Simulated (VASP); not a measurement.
# Rh (Fm-3m) in VASP: a series of runs

The runs below take Rh through equation of state, with LDA.

All numbers are computed with VASP 6.6.1; they aren't measurements. Logs are shortened: lines on timing, memory, paths and dates and some standing lists are left out, and cuts for length are marked.

**Experimental background.**

“Thermal equation of state of rhodium characterized by XRD in a resistively heated diamond anvil cell”, 2024, pmc:11535440 quotes, for a bulk crystal of Rh: bulk modulus 264 ± 1 GPa.

The results are compared with them further down.

## (1) Starting point

The structure is cubic, space group Fm-3m (No. 225). The conventional cell has a = 3.757 Å, b = 3.757 Å, c = 3.757 Å, α = 90.00°, β = 90.00°, γ = 90.00°. Rh (site symmetry m-3m) is surrounded by 12 Rh at 2.66 Å.

## (2) Equation of state, LDA, 12.73 Å³/atom (a relaxed cell with its volume scaled by 0.96)

INCAR

```
SYSTEM = Rh
PREC     = Accurate       ! precision mode
ENCUT    = 520            ! plane-wave cutoff, eV
EDIFF    = 1E-7           ! SCF threshold, eV
ISMEAR   = -1             ! smearing method
SIGMA    = 0.05           ! smearing width, eV
LREAL    = .FALSE.        ! projectors in reciprocal space
LASPH    = .TRUE.         ! aspherical terms in the spheres
NELM     = 100            ! most SCF steps
ALGO     = Normal         ! electronic algorithm
ISIF     = 2              ! what is computed and relaxed
LWAVE    = .FALSE.        ! write WAVECAR
LCHARG   = .FALSE.        ! write CHGCAR
GGA      = CA             ! functional
```

KPOINTS

```
Automatic mesh
0
G
  10 10 10
  0 0 0
```

POSCAR

```
Rh                                      
1.0
    0.0000000000      1.8531865596      1.8531865596
    1.8531865596      0.0000000000      1.8531865596
    1.8531865596      1.8531865596      0.0000000000
  Rh            
     1
Direct
     0.0000000000000000    0.0000000000000000    1.0000000000000000
```

Potentials or basis: VASP PAW LDA potentials, release 64 (Rh_pv).

Launch:

```console
> cat potpaw_LDA.64/Rh_pv/POTCAR > POTCAR
> mpirun -np 1 vasp_std > vasp.out
```

OUTCAR:

```text
SYSTEM = Rh
   PREC = Accurate
   ENCUT = 520
   EDIFF = 1E-7
   ISMEAR = -1
   LREAL = .FALSE.
   LASPH = .TRUE.
   NELM = 100
   ISIF = 2
   GGA = CA

 ion  position               nearest neighbor table
   1  0.000  0.000  0.000-

  LATTYP: Found a face centered cubic cell.
 ALAT       =     3.7063731192

  Lattice vectors:

 A1 = (   0.0000000000,   1.8531865596,   1.8531865596)
 A2 = (   1.8531865596,   0.0000000000,   1.8531865596)
 A3 = (   1.8531865596,   1.8531865596,   0.0000000000)

Analysis of symmetry for initial positions (statically):
=====================================================================
 Subroutine PRICEL returns:
 Original cell was already a primitive cell.

 Routine SETGRP: Setting up the symmetry group for a
 face centered cubic supercell.

 Subroutine GETGRP returns: Found 48 space group operations
 (whereof 48 operations were pure point group operations)
 out of a pool of 48 trial point group operations.

The static configuration has the point symmetry O_h .

Analysis of symmetry for dynamics (positions and initial velocities):
=====================================================================
 Subroutine PRICEL returns:
 Original cell was already a primitive cell.

 Routine SETGRP: Setting up the symmetry group for a
 face centered cubic supercell.

 Subroutine GETGRP returns: Found 48 space group operations
 (whereof 48 operations were pure point group operations)
 out of a pool of 48 trial point group operations.

The dynamic configuration has the point symmetry O_h .

 Subroutine INISYM returns: Found 48 space group operations
 (whereof 48 operations are pure point group operations),
 and found     1 'primitive' translations

----------------------------------------------------------------------------------------

                                     Primitive cell

  volume of cell :      12.7288

  direct lattice vectors                    reciprocal lattice vectors
     0.000000000  1.853186560  1.853186560    -0.269805540  0.269805540  0.269805540
     1.853186560  0.000000000  1.853186560     0.269805540 -0.269805540  0.269805540
     1.853186560  1.853186560  0.000000000     0.269805540  0.269805540 -0.269805540

  length of vectors
     2.620801566  2.620801566  2.620801566     0.467316903  0.467316903  0.467316903

[... 82 lines left out ...]
   IBRION =     -1    ionic relax: 0-MD 1-quasi-New 2-CG
   NFREE  =      0    steps in history (QN), initial steepest desc. (CG)
   ISIF   =      2    stress and relaxation
   ISYM   =      2    0-nonsym 1-usesym 2-fastsym
   POTIM  = 0.5000    time-step for ionic-motion
   TEBEG  =    0.0;   TEEND  =   0.0 temperature during run
   PSTRESS=    0.0 pullay stress
   NELECT =      15.0000    total number of electrons
   NUPDOWN=      -1.0000    fix difference up-down
   EMIN   =  10.00;   EMAX   =-10.00  energy-range for DOS
   EFERMI =   0.00;   METHOD = LEGACY
   ISMEAR =    -1;   SIGMA  =   0.05  broadening in eV -4-tet -1-fermi 0-gaus
   EFERMI_NEDOS =   21; number of points for ismear=-14 and -15
   IALGO  =     38    algorithm
   IMIX   =      4    mixing-type and parameters
     AMIX     =   0.40;   BMIX     =  1.00
     AMIX_MAG =   1.60;   BMIX_MAG =  1.00
  volume/ion in A,a.u.               =      12.73        85.90
  Fermi-wavevector in a.u.,A,eV,Ry     =   1.729190  3.267696 40.682765  2.990099
  Thomas-Fermi vector in A             =   2.803982
   LORBIT       =      0    0 simple, 1 ext, 2 COOP (PROOUT), +10 PAW based schemes
   GGA     = CA    functional components
   LHFCALC =     F    Hartree Fock is set to
   AEXX    =    0.0000 exact exchange contribution
   IVDW    =     0    specifies the selected vdW correction
   LEPSILON=     F    determine dielectric tensor
   LRPA    =     F    only Hartree local field effects (RPA)
 non-spin polarized calculation
  energy-cutoff  :      520.00
  volume of cell :       12.73
 maximum number of plane-waves:       353
   NGX =  9   NGY =  9   NGZ =  9

 number of electron      14.9999994 magnetization

 Free energy of the ion-electron system (eV)
  ---------------------------------------------------
  ext. energy  EPLUGINS =         0.00000000
  ---------------------------------------------------
  free energy    TOTEN  =        -8.67478285 eV

  energy without entropy =       -8.66370246  energy(sigma->0) =       -8.66924265

 E-fermi :  13.2394     XC(G=0): -14.8482

 val. band max:       13.1914762650   @ k =   0.3000   0.3000   0.0000
 cond. band min:      13.2435051190   @ k =   0.5000   0.4000   0.1000
 fundamental gap:      0.0520288540
 Fermi energy:        13.2393564709

 k-point     1 :       0.0000    0.0000    0.0000
  band No.  band energies     occupation
      1     -33.1047      2.00000
      2     -33.1047      2.00000
      3     -33.1047      2.00000
      4       4.5909      2.00000
      5       9.6917      2.00000
      6       9.6917      2.00000
      7       9.6917      2.00000
      8      12.0926      2.00000
      9      12.0926      2.00000
     10      29.0478      0.00000
     11      33.3246      0.00000
[... 309 lines left out ...]
 k-point    24 :       0.4000    0.3000    0.0000
  band No.  band energies     occupation
      1     -33.8459      2.00000
      2     -33.4078      2.00000
      3     -33.3769      2.00000
      4       6.9077      2.00000
      5       7.2315      2.00000
      6      11.5615      2.00000
      7      12.4208      2.00000
      8      13.7694      0.00005
      9      14.6964      0.00000
     10      28.1032      0.00000
     11      29.9437      0.00000

 [... further k-points ...]

------------------------ aborting loop because EDIFF is reached ----------------------------------------

  FORCE on cell =-STRESS in cart. coord.  units (eV):
  Direction    XX          YY          ZZ          XY          YZ          ZX
  --------------------------------------------------------------------------------------
  -------------------------------------------------------------------------------------
  Total        1.1438755      1.1438755      1.1438755      0.0000000     -0.0000000     -0.0000000
  in kB      143.9799204    143.9799204    143.9799204      0.0000000     -0.0000000     -0.0000000
  external PRESSURE =     143.9799204 kB  Pullay stress =       0.0000000 kB

 VOLUME and BASIS-vectors are now :
 -----------------------------------------------------------------------------
  energy-cutoff  :      520.00
  volume of cell :       12.73
      direct lattice vectors                 reciprocal lattice vectors
     0.000000000  1.853186560  1.853186560    -0.269805540  0.269805540  0.269805540
     1.853186560  0.000000000  1.853186560     0.269805540 -0.269805540  0.269805540
     1.853186560  1.853186560  0.000000000     0.269805540  0.269805540 -0.269805540

 POSITION                                       TOTAL-FORCE (eV/Angst)
 -----------------------------------------------------------------------------------
      0.00000      0.00000      0.00000        -0.000000      0.000000      0.000000
 -----------------------------------------------------------------------------------
    total drift:                               -0.000000     -0.000000     -0.000000

  FREE ENERGIE OF THE ION-ELECTRON SYSTEM (eV)
  ---------------------------------------------------
  free  energy   TOTEN  =        -8.6747828485 eV

  energy  without entropy=       -8.6637024613  energy(sigma->0) =       -8.66924265
```

OSZICAR:

```text
N       E                     dE             d eps       ncg     rms          rms(c)
DAV:   1     0.111770580458E+03    0.11177E+03   -0.93169E+03  1042   0.150E+03
DAV:   2    -0.785665593924E+01   -0.11963E+03   -0.11460E+03  1058   0.392E+02
DAV:   3    -0.921957737567E+01   -0.13629E+01   -0.13582E+01  1235   0.476E+01
DAV:   4    -0.922650979888E+01   -0.69324E-02   -0.69316E-02  1115   0.354E+00
DAV:   5    -0.922660856429E+01   -0.98765E-04   -0.98766E-04  1210   0.397E-01    0.129E+01
DAV:   6    -0.870823596233E+01    0.51837E+00   -0.10887E+00  1076   0.159E+01    0.465E+00
DAV:   7    -0.868042885022E+01    0.27807E-01   -0.30666E-02  1193   0.231E+00    0.200E+00
DAV:   8    -0.867496184311E+01    0.54670E-02   -0.48324E-03  1067   0.119E+00    0.274E-01
DAV:   9    -0.867477664536E+01    0.18520E-03   -0.11634E-04  1229   0.184E-01    0.429E-02
DAV:  10    -0.867478287589E+01   -0.62305E-05   -0.23752E-06  1139   0.224E-02    0.347E-03
DAV:  11    -0.867478284852E+01    0.27365E-07   -0.21353E-07   993   0.700E-03
   1 F= -.86747828E+01 E0= -.86692427E+01  d E =-.110804E-01
```

stdout:

```text
POSCAR found type information on POSCAR Rh
 POSCAR found :  1 types and       1 ions
 scaLAPACK will be used
 LDA part: xc-table for (Slater(with rela. corr.)+CA(PZ))
 , standard interpolation
 POSCAR, INCAR and KPOINTS ok, starting setup
 FFT: planning ... GRIDC
 FFT: planning ... GRID_SOFT
 FFT: planning ... GRID
 WAVECAR not read
 entering main loop
```

Wall time 5.7 s (1 thread of AMD EPYC 7R13 (Zen 3), shared host); peak memory 0.09 GiB.

Results:

```
Free energy            : -8.6748 eV
Pressure               : 14.4 GPa
Band gap on the k mesh : none (metal or under the smearing width)
```

## (3) Equation of state, LDA, 12.99 Å³/atom (a relaxed cell with its volume scaled by 0.98)

INCAR is that of step 2.

KPOINTS is that of step 2.

POSCAR

```
Rh                                      
1.0
    0.0000000000      1.8659675605      1.8659675605
    1.8659675605      0.0000000000      1.8659675605
    1.8659675605      1.8659675605      0.0000000000
  Rh            
     1
Direct
     0.0000000000000000    0.0000000000000000    1.0000000000000000
```

Potentials or basis: VASP PAW LDA potentials, release 64 (Rh_pv).

Launch:

```console
> cat potpaw_LDA.64/Rh_pv/POTCAR > POTCAR
> mpirun -np 1 vasp_std > vasp.out
```

It took 5.7 s on 1 thread of AMD EPYC 7R13 (Zen 3), shared host; peak memory 0.09 GiB.

The run converged. Its results:

| Item | Value |
| --- | --- |
| Free energy | -8.6924 eV |
| Pressure | 6.8 GPa |
| Band gap on the k mesh | none (metal or under the smearing width) |

## (4) Equation of state, LDA, 13.26 Å³/atom

INCAR is that of step 3.

KPOINTS is that of step 3.

POSCAR

```
Rh                                      
1.0
    0.0000000000      1.8785758319      1.8785758319
    1.8785758319      0.0000000000      1.8785758319
    1.8785758319      1.8785758319      0.0000000000
  Rh            
     1
Direct
     0.0000000000000000    0.0000000000000000    1.0000000000000000
```

Launch:

```console
> cat potpaw_LDA.64/Rh_pv/POTCAR > POTCAR
> mpirun -np 1 vasp_std > vasp.out
```

It took 5.4 s on 1 thread of AMD EPYC 7R13 (Zen 3), shared host; peak memory 0.09 GiB.

It converged, with:

* Free energy: -8.6981 eV
* Pressure: 0.0 GPa
* Band gap on the k mesh: none (metal or under the smearing width)

## (5) Equation of state, LDA, 13.52 Å³/atom (a relaxed cell with its volume scaled by 1.02)

INCAR is that of step 4.

KPOINTS is that of step 4.

POSCAR

```
Rh                                      
1.0
    0.0000000000      1.8910170940      1.8910170940
    1.8910170940      0.0000000000      1.8910170940
    1.8910170940      1.8910170940      0.0000000000
  Rh            
     1
Direct
     0.0000000000000000    0.0000000000000000    1.0000000000000000
```

Launch:

```console
> cat potpaw_LDA.64/Rh_pv/POTCAR > POTCAR
> mpirun -np 1 vasp_std > vasp.out
```

It took 5.7 s on 1 thread of AMD EPYC 7R13 (Zen 3), shared host; peak memory 0.09 GiB.

It converged, with:

```
Free energy            : -8.6934 eV
Pressure               : -5.9 GPa
Band gap on the k mesh : none (metal or under the smearing width)
```

## (6) Equation of state, LDA, 13.79 Å³/atom (a relaxed cell with its volume scaled by 1.04)

INCAR is that of step 5.

KPOINTS is that of step 5.

POSCAR

```
Rh                                      
1.0
    0.0000000000      1.9032967699      1.9032967699
    1.9032967699      0.0000000000      1.9032967699
    1.9032967699      1.9032967699      0.0000000000
  Rh            
     1
Direct
     0.0000000000000000    0.0000000000000000    1.0000000000000000
```

Potentials or basis: VASP PAW LDA potentials, release 64 (Rh_pv).

Launch:

```console
> cat potpaw_LDA.64/Rh_pv/POTCAR > POTCAR
> mpirun -np 1 vasp_std > vasp.out
```

Run time: 6.3 s. Hardware: 1 thread of AMD EPYC 7R13 (Zen 3), shared host; peak memory 0.09 GiB.

It converged, with:

* Free energy: -8.6793 eV
* Pressure: -11.2 GPa
* Band gap on the k mesh: none (metal or under the smearing width)

## (7) Equation of state, LDA

Potentials or basis: VASP PAW LDA potentials, release 64 (Rh_pv).

No new run: the results of the series are fitted here.

Results:

- Equilibrium volume: 13.27 Å³/atom
- Bulk modulus: 316 GPa
- Pressure derivative of the bulk modulus: 5.0 (rough: it moves with the points fitted)

Energy against volume, from the lowest point:
| volume (Å³/atom) | energy (meV/atom) |
| --- | --- |
| 12.729 | 23.36 |
| 12.994 | 5.76 |
| 13.259 | 0.00 |
| 13.524 | 4.76 |
| 13.790 | 18.83 |

## (8) Against experiment

Step 7. A measured bulk modulus of Rh is 264 GPa (quoted in “Thermal equation of state of rhodium characterized by XRD in a resistively heated diamond anvil cell”, 2024, pmc:11535440); the calculated 316 GPa misses it by +19.8 %. The fit is for a static lattice scaled at fixed shape and fixed fractional positions.
